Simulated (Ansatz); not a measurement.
# MgO: the cost of one run

Method: DFT LDA, scalar-relativistic, plane waves, PAW, in Ansatz 0.2.0.

28 further runs of the same task are left out: 28 set aside as unsound or not needed.

### Step 1. Starting point

Symmetry: Pm-3n, No. 223, cubic system. Conventional cell: a = 5.641 Å, b = 5.641 Å, c = 5.641 Å, α = 90.00°, β = 90.00°, γ = 90.00°. Mg (site symmetry -4m2) is surrounded by 4 O at 1.99 Å. O (site symmetry -4m2) has 4 Mg at 1.99 Å as nearest neighbours.

Coordinates:

```
CELL_PARAMETERS angstrom
5.64058 0.00000 0.00000
0.00000 5.64058 0.00000
0.00000 0.00000 5.64058
ATOMIC_POSITIONS crystal
Mg 0.25000 0.00000 0.50000
Mg 0.00000 0.50000 0.25000
Mg 0.50000 0.75000 0.00000
Mg 0.75000 0.00000 0.50000
Mg 0.00000 0.50000 0.75000
Mg 0.50000 0.25000 0.00000
O 0.25000 0.50000 0.00000
O 0.50000 0.00000 0.25000
O 0.00000 0.75000 0.50000
O 0.75000 0.50000 0.00000
O 0.50000 0.00000 0.75000
O 0.00000 0.25000 0.50000
```

The structure comes from the Materials Project (structure only).

### Step 6. Plan of the scan

The energy is mapped over two normal modes frozen in (zone-centre modes of the cell shown).

The axes are (1) amplitude of mode 14 (373 cm⁻¹), largest displacement: 11 values from −0.072 Å; (2) amplitude of mode 24 (512 cm⁻¹), largest displacement: 11 values from −0.144 Å.

Nothing else is relaxed (the cell and all other modes fixed). Energies count from the relaxed high-symmetry cell. Points are written as (first, second).

Displacement patterns for an amplitude of 1 (Å):

```csv
atom,x1,y1,z1,x2,y2,z2
Mg1,0.000,1.000,0.000,0.000,0.512,0.000
Mg2,0.000,-1.000,0.000,0.000,-0.512,0.000
Mg3,0.000,0.000,0.000,0.000,0.000,0.000
Mg4,0.000,1.000,0.000,0.000,0.512,0.000
Mg5,0.000,-1.000,0.000,0.000,-0.512,0.000
Mg6,0.000,0.000,0.000,0.000,0.000,0.000
O7,0.000,-0.778,0.000,0.000,1.000,0.000
O8,0.000,0.778,0.000,0.000,-1.000,0.000
O9,0.000,0.000,0.000,0.000,0.000,0.000
O10,0.000,-0.778,0.000,0.000,1.000,0.000
O11,0.000,0.778,0.000,0.000,-1.000,0.000
O12,0.000,0.000,0.000,0.000,0.000,0.000
```

(The set-up runs are not shown.)

### Step 7. Grid point (−0.014 Å, −0.144 Å)

Input file input.yaml:

```yaml
crystal:
  lattice:
    - [5.5230736673, 0.0, 0.0]
    - [0.0, 5.5230736673, 0.0]
    - [0.0, 0.0, 5.5230736673]
  atoms:
    - { symbol: Mg, position: [0.25, -0.0159603595, 0.5] }
    - { symbol: Mg, position: [0.0, 0.5159603595, 0.25] }
    - { symbol: Mg, position: [0.5, 0.75, 0.0] }
    - { symbol: Mg, position: [0.75, -0.0159603595, 0.5] }
    - { symbol: Mg, position: [0.0, 0.5159603595, 0.75] }
    - { symbol: Mg, position: [0.5, 0.25, 0.0] }
    - { symbol: O, position: [0.25, 0.4759561097, 0.0] }
    - { symbol: O, position: [0.5, 0.0240438903, 0.25] }
    - { symbol: O, position: [0.0, 0.75, 0.5] }
    - { symbol: O, position: [0.75, 0.4759561097, 0.0] }
    - { symbol: O, position: [0.5, 0.0240438903, 0.75] }
    - { symbol: O, position: [0.0, 0.25, 0.5] }
basis:
  ecutwfc: 520.0
kpoints:
  mp_grid: { grid: [4, 4, 4] }
hamiltonian:
  xc: lda
  pseudopotentials: { kind: paw, azcp: { folder: soft_1 } }
scf:
  occupations: { method: gaussian, width: 0.05 }
output:
  forces: true
  stress: true
  eigenvalues: true
```

The run is started by

```sh
$ ansatz run input.yaml --threads 4 --pin off --max-ram 8192MiB --backend cpu --events-out ev --progress --plain --runs-dir out
```

Q: Estimate wall time and peak memory on 4 threads of Arm Neoverse V1, shared host.

About 6.5 s, with a peak of 0.59 GiB.
